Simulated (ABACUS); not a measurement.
Pt under changes of volume

One of the cells (15.080 Å³/atom); the others are scaled copies at fixed shape and fractional positions:

```xyz
1
Lattice="0.0000 1.9609 1.9609 1.9609 0.0000 1.9609 1.9609 1.9609 0.0000" Properties=species:S:1:pos:R:3 pbc="T T T"
Pt    0.0000    0.0000    0.0000
```

- Program: ABACUS 3.10.1
- Functional: PBE
- Potentials or basis: PseudoDojo NC SR 0.4.1 PBE standard
- Cutoff: 1361 eV
- Density cutoff: 5442 eV
- Basis: TZDP LCAO (the cutoffs set its grid)
- k mesh: 12 × 12 × 12
- Occupations: fermi-dirac, width 0.05 eV
- Spin: no spin polarisation

```csv
volume (Å³/atom),energy over the lowest point (meV/atom),pressure (GPa)
14.175,129.38,32.0
14.477,77.08,23.7
14.778,39.70,16.3
15.080,15.46,9.8
15.381,2.51,4.0
15.683,0.00,-1.1
15.985,?,?
```

**Question.** What does the run at 15.985 Å³/atom give?

**Answer.** Energy over the lowest point 6.50 meV/atom; pressure -5.6 GPa.

Worked out: A Birch-Murnaghan fit of order 3 (a polynomial in V^(-2/3)) to the other rows has its minimum at 15.61 Å³/atom with B0 = V·E''(V) = 254 GPa and B' = 5.4. It gives 6.40 meV/atom at 15.985 Å³/atom, against the run's 6.50, and -dE/dV = -5.6 GPa, against -5.6.

Energies are extrapolated to zero smearing.

Caveats: the atomic orbitals were generated for these runs and aren't a published set; the basis of atomic orbitals isn't converged, which shifts pressures, moduli and gaps.
